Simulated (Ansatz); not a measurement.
MnO2: equation of state with r2SCAN

The system is MnO2.

```
Mn O
1.0
     4.40042    0.00000    0.00000
     0.00000    4.40042    0.00000
     0.00000    0.00000    2.86708
Mn O
2 4
Direct
  0.50000 0.50000 0.50000
  0.00000 0.00000 0.00000
  0.80492 0.19508 0.50000
  0.69508 0.69508 0.00000
  0.19508 0.80492 0.50000
  0.30492 0.30492 0.00000
```

The cell is a database's computed one.

```yaml
Program: Ansatz 0.2.0
Task: equation of state
Functional: r2SCAN
Potentials_or_basis: Ansatz PAW
Cutoff: 500 eV
Density_cutoff: 2000 eV
k_mesh: 6 × 6 × 9
Occupations: fermi-dirac, width 0.05 eV
Spin: collinear spin, ferromagnetic start
Starting_moments: "[4.0, 4.0, 0.0, 0.0, 0.0, 0.0] μB"
```

```json
{
  "Equilibrium volume": "9.23 Å³/atom",
  "Bulk modulus at fixed shape and positions": "266 GPa",
  "Pressure derivative of the bulk modulus": "4.7"
}
```

Energy against volume, from the lowest point:
```csv
volume (Å³/atom),energy (meV/atom)
8.698,28.09
8.883,11.37
9.068,2.28
9.253,0.00
9.438,3.79
9.623,13.02
9.808,27.06
```

All runs of the series together: 3.7 min on 2 threads of Arm Neoverse V1 (shared host).

Caveat: the magnetic or orbital state may not be the lowest; the cell was scaled at fixed shape and fractional positions, which overstates the stiffness of a crystal with free parameters, most of all of layers and chains; the PAW data sets were made with another functional, which shifts forces and pressure a little.
